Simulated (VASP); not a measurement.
Here is a VASP 6.6.1 calculation.

POSCAR

```
Cu
1.0
    1.2870373706     -4.4723709675      0.0000000000
    1.2870373706      4.4723709675      0.0000000000
    0.0000000000      0.0000000000      4.1816004859
Cu
4
Direct
    0.1330705585      0.8669294415      1.0000049442
    0.6330705585      0.3669294415      0.4999950558
    0.8669294415      0.1330705585     -0.0000049442
    0.3669294415      0.6330705585      0.5000049442
```

INCAR.step1

```
SYSTEM = Cu
PREC = Accurate
ENCUT = 520
ISMEAR = 0
SIGMA = 0.1
LREAL = .FALSE.
LASPH = .TRUE.
NELM = 100
NBANDS = 30
GGA = PE
ALGO = Normal
EDIFF = 1E-4
LWAVE = .TRUE.
LCHARG = .FALSE.
```

File INCAR.step2:

```
SYSTEM = Cu
PREC = Accurate
ENCUT = 520
EDIFF = 1E-6
ISMEAR = 0
SIGMA = 0.1
LREAL = .FALSE.
LASPH = .TRUE.
NELM = 100
ALGO = Normal
ISIF = 2
LWAVE = .FALSE.
LCHARG = .FALSE.
METAGGA = R2SCAN
LMIXTAU = .TRUE.
NBANDS = 30
ISTART = 1
```

Contents of KPOINTS:

```
Automatic mesh
0
G
  6 6 4
  0 0 0
```

Potentials or basis: VASP PAW PBE potentials, release 64 (Cu).

Launch:

```sh
$ cat potpaw_PBE.64/Cu/POTCAR > POTCAR
$ cp INCAR.step1 INCAR
$ mpirun -np 1 vasp_std > vasp.out
$ cp INCAR.step2 INCAR
$ mpirun -np 1 vasp_std > vasp.out
```

Question: What does it give for the pressure?

Answer: 0.7 GPa.

Question: Estimate the band gap on the k mesh.

Answer: None (metal or under the smearing width).

Question: What does it give for the largest force?

Answer: 0.010 eV/Å.

Forces in eV/Å, atoms in the order of the input:
```
Cu   0.000  0.010  0.000
Cu   0.000  0.010  0.000
Cu   0.000 -0.010  0.000
Cu   0.000 -0.010  0.000
```

Caveat: the k mesh is coarse (spacing up to 0.42 Å⁻¹), so the values aren't converged; the PAW data sets were made with another functional, which shifts forces and pressure a little.
